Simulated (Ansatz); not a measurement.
ZnSe (F-43m) on a mismatched substrate

```yaml
crystal:
  lattice:
    - [2.83293, 2.83293, 0.00000]
    - [-2.83293, 2.83293, 0.00000]
    - [0.00000, 2.83293, 2.83293]
  atoms:
    - { symbol: Zn, position: [0.00000, 0.00000, 0.00000] }
    - { symbol: Se, position: [0.75000, 0.25000, 0.50000] }
```

This cell was relaxed by PAW under r²SCAN. A film on a (001) substrate is mimicked by stretching x and y by ε∥; the length along z and the atoms then relax by PAW (default files of Ansatz 0.2.0, cutoff 500 eV, stress met within about 0.05 GPa). Stress and levels come from r²SCAN, PAW on Ansatz 0.2.0's default frozen-core files (fitted under PBE), scalar-relativistic; k mesh 8×8×8, fixed occupations, cutoff 500 eV. Conduction levels are in eV over the valence top, at fixed fractional wave vectors.

```
ε∥ (%)  ε⊥ (%)  σ∥ (GPa, tension positive)      Γ  L (oblique)  X ∥ z  X ⊥ z  2nd valence level at Γ     3rd
  -2.0   2.281                       -1.73  1.878        3.003  3.393  3.172                   0.000  -0.179
  -1.0       ?                           ?      ?            ?      ?      ?                       ?       ?
  -0.5   0.565                       -0.41  1.872        3.047  3.349  3.296                   0.000  -0.041
   0.0   0.000                        0.02  1.867        3.054  3.337  3.337                   0.000   0.000
   0.5  -0.605                        0.41  1.823        3.018  3.283  3.336                  -0.041  -0.041
   1.0  -1.198                        0.79  1.779        2.980  3.234  3.338                  -0.079  -0.079
   2.0  -2.403                        1.53  1.695        2.902  3.144  3.345                  -0.151  -0.151
```

The last two columns are counted from the highest valence level at Γ.

Problem. How does the film contract along z, and how stiff is it in the plane?

Solution. Quadratic fits through the 6 rows shown have slopes dε⊥/dε∥ = -1.171 and dσ∥/dε∥ = 81.4 GPa at zero strain. Elasticity asks −2C12/C11 = -1.171 and C11 + C12 − 2C12²/C11 = 81.1 GPa, from PAW constants C11 = 90.1, C12 = 52.8 GPa. At the level of the σ∥ column the films keep up to 0.02 GPa along z against the unstrained cell; this and the cubic term, which a quadratic fit over ±2 % leaves out, limit the agreement.

Problem. Which shear deformation potential b does the valence splitting give?

Solution. Without spin-orbit coupling the single level moves against the pair by 3b(ε⊥ − ε∥): -0.0413 eV at ε⊥ − ε∥ = 0.01065 and 0.0407 eV at -0.01105, so b = -1.26 eV.

Problem. Fill the row at ε∥ = -1.0 %.

Solution. The fits give ε⊥ = 1.147 % and σ∥ = -0.83 GPa. Computed: ε⊥ (%) = 1.142, σ∥ (GPa, tension positive) = -0.83, Γ = 1.875, L (oblique) = 3.036, X ∥ z = 3.362, X ⊥ z = 3.255, 2nd valence level at Γ = 0.000, 3rd = -0.085. The levels have a kink at zero strain, where another valence state takes the top, so one parabola doesn't fit them.

Problem. How fast does the least gap among these points move on each side of zero strain?

Solution. dE_g/dε∥ is -9 meV per % on the compressed side and -89 on the stretched side, so the gap rises under compression and falls under tension. The lowest conduction level stays at Γ.

Known limits: frozen-core PAW files fitted under PBE, their cores solved anew for the functional of the run; no spin-orbit coupling on heavy atoms; semilocal gaps are low, and the spacing of valleys can be off by tenths of an eV; levels are read at fixed fractional k, so an edge that moves off these points is missed; with spin-orbit coupling the valence top splits by 2|b| and not 3|b| times the shear while that is small against the spin-orbit gap, so the gap's slopes differ from these.
